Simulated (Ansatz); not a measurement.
## Pb: relaxation of cell and atoms

All numbers below come from DFT, PBE, PAW with Ansatz's default frozen-core files, scalar-relativistic in Ansatz 0.2.0.

Command: `ansatz run input.yaml --threads 1 --pin off --max-ram 2048MiB --backend cpu --events-out ev --progress --plain --runs-dir out` The run took 17 s on 1 thread of Arm Neoverse V1 (shared host), peak memory 0.36 GiB.

```yaml
crystal:
  lattice:
    - [0.0, 3.2195088072, 3.2195088072]
    - [3.2195088072, 0.0, 3.2195088072]
    - [3.2195088072, 3.2195088072, 0.0]
  atoms:
    - { symbol: Pb, position: [0.0, 0.0, 0.0] }
    - { symbol: Pb, position: [0.25, 0.25, 0.25] }
kpoints:
  mp_grid: { grid: [9, 9, 9] }
scf:
  occupations: { method: fermi_dirac, width: 0.05 }
hamiltonian:
  xc: pbe
  pseudopotentials: { kind: paw }
output:
  forces: true
  stress: true
relax:
  f_tol: 0.005
  max_steps: 80
  cell: {}
```

No spin–orbit coupling, which matters for the heavy atoms here.

The cell is built from the diamond type as a first guess.

The cutoff is 420 eV; energies and pressures of the walk include the program's estimate of the Pulay term.

Each frame lists the cell vectors (Å), then Cartesian positions (Å); symmetry keeps all forces zero. Free energies count from the first step, -23811.6284 eV.

The walk took 8 evaluations in all; steps that aren't listed are left out.

Step 1: E = 0.0 meV, P = 13.55 GPa

```
cell 0.0000 3.2195 3.2195 3.2195 0.0000 3.2195 3.2195 3.2195 0.0000
Pb    0.0000    0.0000    0.0000
Pb    1.6098    1.6098    1.6098
```

Step 2: E = -545.0 meV, P = 4.60 GPa

```
cell 0.0000 3.3765 3.3765 3.3765 0.0000 3.3765 3.3765 3.3765 0.0000
Pb    0.0000    0.0000    0.0000
Pb    1.6882    1.6882    1.6882
```

Step 3:

```
cell 0.0000 3.4701 3.4701 3.4701 0.0000 3.4701 3.4701 3.4701 0.0000
Pb    0.0000    0.0000    0.0000
Pb    1.7350    1.7350    1.7350
```

Step 4: E = -679.4 meV, P = 0.24 GPa

```
cell 0.0000 3.5147 3.5147 3.5147 0.0000 3.5147 3.5147 3.5147 0.0000
Pb    0.0000    0.0000    0.0000
Pb    1.7573    1.7573    1.7573
```

Step 5: E = -679.9 meV, P = 0.01 GPa

```
cell 0.0000 3.5247 3.5247 3.5247 0.0000 3.5247 3.5247 3.5247 0.0000
Pb    0.0000    0.0000    0.0000
Pb    1.7624    1.7624    1.7624
```

Step 6: E = -682.8 meV, P = 0.07 GPa (the cell of the step before, solved again on a basis chosen afresh, hence the jump)

Q: Give the energy, pressure of step 3.

A: E = -663.2 meV, P = 1.41 GPa
```
Pb    0.0000    0.0000    0.0000
Pb    1.7350    1.7350    1.7350
```

Q: How does the relaxation end?

A: It converges, with a = 7.056 Å, b = 7.056 Å, c = 7.056 Å, α = 90.00°, β = 90.00°, γ = 90.00° (conventional cell, space group Fd-3m). The last solve (on a basis chosen afresh for the final cell, so its energy is not quite comparable) gives E = -682.9 meV, P = 0.01 GPa:
```
cell 0.0000 3.5278 3.5278 3.5278 0.0000 3.5278 3.5278 3.5278 0.0000
Pb    0.0000    0.0000    0.0000
Pb    1.7639    1.7639    1.7639
```
